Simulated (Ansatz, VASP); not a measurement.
## Two plane-wave programs on In

Contents of INCAR:

```
  PREC = Accurate
  ENCUT = 520
  EDIFF = 1E-6
  ISMEAR = -1
  SIGMA = 0.1
  LREAL = False
  LASPH = True
  NELM = 80
  ALGO = Normal
  ISIF = 2
  LWAVE = False
  LCHARG = False
  GGA = RP
  NBANDS = 12
```

KPOINTS

```
Automatic mesh
0
Gamma
  13 13 13
```

The input POSCAR:

```
In
1.0
    0.0000000000      2.3656190469      2.3656190469
    2.3656190469      0.0000000000      2.3656190469
    2.3656190469      2.3656190469      0.0000000000
In
1
Direct
    0.0000000000      0.0000000000      0.0000000000
```

Input for Ansatz:

```yaml
crystal:
  lattice:
    - [0.0, 2.3656190469, 2.3656190469]
    - [2.3656190469, 0.0, 2.3656190469]
    - [2.3656190469, 2.3656190469, 0.0]
  atoms:
    - { symbol: In, position: [0.0, 0.0, 0.0] }
hamiltonian:
  xc: rpbe
  pseudopotentials:
    kind: paw
    azcp:
      In: "pseudopotentials/In.paw.azcp"
basis:
  ecutwfc: 420
  fft_grid_basis: typed
kpoints:
  mp_grid: { grid: [13, 13, 13], shift: [0, 0, 0] }
magnetization:
  spin_polarized: false
scf:
  occupations: { method: fermi_dirac, width: 0.1 }
  lower_state_search: "off"
output:
  stress: true
  write_density: true
  write_potential: true
  elf: true
  volumetric_format: npy
```

Alike in both runs: task single point; functional RPBE; k mesh 13 × 13 × 13; occupations fermi-dirac, width 0.1 eV; no spin polarisation.

|  | VASP | Ansatz |
| --- | --- | --- |
| version | VASP 6.6.1 | Ansatz 0.2.0 |
| potentials or method | VASP PAW PBE potentials, release 64 (In_d) | plane waves (420 eV) with PAW, scalar-relativistic |
| plane-wave cutoff (eV) | 520 | 420 |
| valence electrons in the cell | 13 | 13 |

```tsv
	VASP	Ansatz	Ansatz less VASP
pressure (GPa)	3.1	3.2	+0.08
```

With one functional, cell and mesh, what is left measures potentials, basis and numerics.

Caveats: the PAW data sets were made with another functional, which shifts forces and pressure a little (VASP).
